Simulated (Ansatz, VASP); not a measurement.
**P in VASP and in Ansatz**

```
P
1.0
     5.51001    0.00000    0.00000
     0.00000    5.51001    0.00000
     0.00000    0.00000    3.20668
P
4
Direct
  0.37217 0.00000 0.75000
  0.62783 0.00000 0.25000
  0.00000 0.37217 0.00000
  0.00000 0.62783 0.50000
```

Alike in both runs: functional PBE; k mesh 4 × 4 × 6; occupations gaussian, width 0.1 eV; no spin polarisation.

Ansatz relaxed the structure, and its values are those at the end. VASP's run is a single point on that final structure, the one shown.

|  | VASP | Ansatz |
| --- | --- | --- |
| version | VASP 6.6.1 | Ansatz 0.2.0 |
| potentials or method | VASP PAW PBE potentials, release 64 (P) | scalar-relativistic, plane waves, PAW |
| plane-wave cutoff (eV) | 520 | 420 |
| valence electrons in the cell | 20 | 20 |

|  | VASP | Ansatz | Ansatz less VASP |
| --- | --- | --- | --- |
| gap on the k mesh at the Fermi level (eV) | none | none | - |
| pressure (GPa) | -0.1 | 0.1 | +0.19 |
| rms of the force components (eV/Å) | 0.039 | 0.004 | -0.0350 |

A gap of «none» marks a metal or a gap that the smearing closes.
